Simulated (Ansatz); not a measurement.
# BeTe: pressure against volume

BeTe, F-43m, a = 5.664 Å. Ansatz: PBE, PAW, 420 eV, Γ-centred 8×8×8 mesh on 2 atoms, Gaussian smearing 0.02 eV; no spin polarisation. Symmetry fixes shape and atoms, so the cell is only scaled; pressure is positive in compression.

```tsv
V (Å³/atom)	P (GPa)
19.985	?
20.666	6.43
21.348	3.96
22.029	1.83
22.710	0.00
23.392	-1.57
24.073	-2.92
24.981	-4.44
```

**Question.** Take V0 = 22.710 Å³/atom, fit the third-order Birch–Murnaghan form to the other rows, and predict the missing pressure.

**Answer.** With the Eulerian strain f = ½[(V0/V)^(2/3) − 1] and y = P/[3f(1 + 2f)^(5/2)], the form is the line y = B0 + 1.5 B0 (B0′ − 4) f. Rows (f, y): 0.03245, 56.4; 0.02105, 56.6; 0.01025, 56.6; -0.00977, 56.3; -0.01906, 56.3; -0.03078, 56.4. Means f = 0.0006900, y = 56.433; Σ(Δf)² = 0.003004, ΣΔfΔy = 0.009005; the slope is their ratio. y = 56.43 + 2.997 f GPa, so B0 = 56.4 GPa and B0′ = 4 + 2 × (2.997)/(3 × 56.43) = 4.04. At V = 19.985, f = 0.04448, y = 56.56 and P = 9.34 GPa. The run gave 9.32 GPa, so the fit is 0.02 GPa too high, a small miss on the scale of the series.